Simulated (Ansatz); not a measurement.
**C₇H₆O: one species, many methods**

How much do the methods differ for C₇H₆O? The plan is to run it at one geometry with functionals of several rungs and with coupled cluster, and see how far each lands from CCSD(T) at the basis-set limit for the atomisation energy.

Program: Ansatz 0.2.0, Gaussian basis. Level of theory: functionals in def2-TZVPP, the program's frozen cores in correlated methods. These are calculated values, not measurements.

Levels to be run: LDA (SPW92), PBE-D4, revPBE-D4, BLYP-D4, r2SCAN-D4, B97M-V, PBE0-D4, B3LYP-D4, r2SCANh-D4, r2SCAN0-D4, HSE06-D4, BHLYP-D4, CAM-B3LYP-D4, LC-ωPBE, ωB97X-V, ωB97M-V, B2PLYP, PBE-QIDH; CCSD(T)/def2-SVP; CCSD(T)/def2-TZVPP; MP2/def2-QZVPP; extrapolation to the limit.

### Step 1. The geometry

All runs share one geometry, relaxed beforehand with PBE0-D4 in a triple-zeta def2 set.

SMILES `O=Cc1ccccc1`, 14 atoms, charge 0, spin multiplicity 1.

Atoms are counted from 1 here; the program's logs count them from 0.

Bond lengths: O1–C2 1.204 Å, C2–C3 1.473 Å, C2–H9 1.112 Å, C3–C4 1.391 Å, C3–C8 1.394 Å, C4–C5 1.385 Å, C4–H10 1.086 Å, C5–C6 1.387 Å, C5–H11 1.084 Å, C6–C7 1.391 Å, C6–H12 1.084 Å, C7–C8 1.382 Å, C7–H13 1.084 Å, C8–H14 1.084 Å. Angles: O1–C2–C3 124.9°, O1–C2–H9 120.7°, C3–C2–H9 114.4°, C2–C3–C4 119.4°, C2–C3–C8 120.6°, C4–C3–C8 120.1°, C3–C4–C5 120.2°, C3–C4–H10 119.4°, C5–C4–H10 120.5°, C4–C5–C6 119.6°, C4–C5–H11 120.3°, C6–C5–H11 120.1°, C5–C6–C7 120.4°, C5–C6–H12 119.8°, C7–C6–H12 119.8°, C6–C7–C8 120.0°, C6–C7–H13 119.9°, C8–C7–H13 120.1° and more.

### Step 2. LDA

This LDA is Slater exchange with PW92 correlation.

Input file in.yaml:

```yaml
crystal:
  periodic: [false, false, false]
  atoms:
    - {symbol: O, position_ang: [1.382249, -1.702470, 2.320045]}
    - {symbol: C, position_ang: [1.251844, -0.585628, 1.889542]}
    - {symbol: C, position_ang: [0.460154, -0.228490, 0.699354]}
    - {symbol: C, position_ang: [0.388017, 1.102266, 0.302377]}
    - {symbol: C, position_ang: [-0.351699, 1.456313, -0.814321]}
    - {symbol: C, position_ang: [-1.019257, 0.475561, -1.533005]}
    - {symbol: C, position_ang: [-0.949667, -0.857040, -1.139102]}
    - {symbol: C, position_ang: [-0.212110, -1.210445, -0.025686]}
    - {symbol: H, position_ang: [1.744099, 0.276822, 2.389198]}
    - {symbol: H, position_ang: [0.916022, 1.858535, 0.875267]}
    - {symbol: H, position_ang: [-0.409032, 2.492779, -1.125208]}
    - {symbol: H, position_ang: [-1.599078, 0.748982, -2.407359]}
    - {symbol: H, position_ang: [-1.474716, -1.616304, -1.706966]}
    - {symbol: H, position_ang: [-0.139825, -2.240180, 0.304665]}
basis:
  gaussian: {orbitals: def2-TZVPP}
hamiltonian: {xc: lda}
output: {orbitals: {seedname: orbitals}}
```

Run with:

```
ansatz run in.yaml --threads 2 --pin off --events-out ev --progress --plain --max-ram 32768MiB --backend cuda --devices 0, --max-vram 18GiB
```

The runs that follow: PBE-D4 (GGA); revPBE-D4 (GGA); BLYP-D4 (GGA); r2SCAN-D4 (meta-GGA); B97M-V (meta-GGA); B3LYP-D4 (hybrid); r2SCANh-D4 (hybrid); r2SCAN0-D4 (hybrid); HSE06-D4 (hybrid); BHLYP-D4 (hybrid); CAM-B3LYP-D4 (range-separated); LC-ωPBE (range-separated); ωB97X-V (range-separated); ωB97M-V (range-separated); B2PLYP (double hybrid); PBE-QIDH (double hybrid); CCSD(T) in def2-SVP; CCSD(T) in def2-TZVPP; MP2 in def2-QZVPP.

**Question.** What will the summary of the whole plan be? Wanted: atomisation energy, CCSD(T)/CBS; farthest beyond LDA; mean size of error, GGA; mean size of error, meta-GGA; mean size of error, hybrid; mean size of error, range-separated; mean size of error, double hybrid; gap, smallest and largest; T1 diagnostic.

As calculated:

```
                               quantity                                      value
        atomisation energy, CCSD(T)/CBS                                  70.518 eV
    functionals within 0.353 eV (0.5 %)                r2SCANh-D4, ωB97X-V, B2PLYP
                    farthest beyond LDA                         PBE-D4 (+3.206 eV)
                mean size of error, GGA                                   1.728 eV
           mean size of error, meta-GGA                                   0.756 eV
             mean size of error, hybrid                                   1.063 eV
    mean size of error, range-separated                                   0.416 eV
      mean size of error, double hybrid                                   0.368 eV
              gap, smallest and largest  2.98 eV (LDA (SPW92)), 10.47 eV (LC-ωPBE)
                          T1 diagnostic                                     0.0131
triples share of the correlation energy                                      5.0 %
```

LDA overbinds by 11.811 eV (17 %). PBE-D4 is off by +3.206 eV. Double hybrids carry the basis error of their MP2 part in triple zeta, and no dispersion term here, so their miss is partly the set-up's. By mean error the best rung here is double hybrid (0.368 eV) and the worst beyond LDA is GGA (1.728 eV). The gap between the best rungs is small, so their order is not settled. Misses under about 0.353 eV are within the doubt on the reference itself, which lacks core-valence correlation, relativity and higher excitations. Hartree-Fock recovers 73 % of the binding; the rest is correlation. CCSD(T) in def2-SVP is off by -2.365 eV, more than most functionals: a good method in a small basis is no reference. Orbital gaps span 3.0 to 10.5 eV; exact exchange widens them. The restricted reference is unstable towards a spin-broken one.
